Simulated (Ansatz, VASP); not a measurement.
# CO2 in VASP and in Ansatz

```
C O
1.0
     6.03747    0.00000    0.00000
     0.00000    6.03747    0.00000
     0.00000    0.00000    6.03747
C O
4 8
Cartesian
  0.0000 0.0000 0.0000
  3.0187 0.0000 3.0187
  3.0187 3.0187 0.0000
  0.0000 3.0187 3.0187
  0.6753 0.6753 0.6753
  2.3434 5.3622 3.6940
  3.6940 2.3434 5.3622
  5.3622 3.6940 2.3434
  5.3622 5.3622 5.3622
  3.6940 0.6753 2.3434
  2.3434 3.6940 0.6753
  0.6753 2.3434 3.6940
```

Alike in both runs: functional PBE; k mesh 4 × 4 × 4; occupations gaussian, width 0.02 eV; no spin polarisation.

Ansatz relaxed the structure, and its values are those at the end. VASP's run is a single point on that final structure, the one shown.

```csv
,VASP,Ansatz
version,VASP 6.6.1,Ansatz 0.2.0
potentials or method,"VASP PAW PBE potentials, release 64 (C, O)","scalar-relativistic, plane waves, PAW"
plane-wave cutoff (eV),520,420
valence electrons in the cell,64,64
```

```csv
,VASP,Ansatz,Ansatz less VASP
gap on the k mesh at the Fermi level (eV),6.63,6.64,+0.015
least direct gap on the mesh (eV),6.63,6.64,+0.015
pressure (GPa),1.3,0.0,-1.20
rms of the force components (eV/Å),0.301,0.004,-0.2969
```

One of these differences is far larger than is usual between the two programs; its cause wasn't traced.

Caveats: the standard files for N, O and F lose accuracy on very short bonds. A k mesh can miss the band edges.
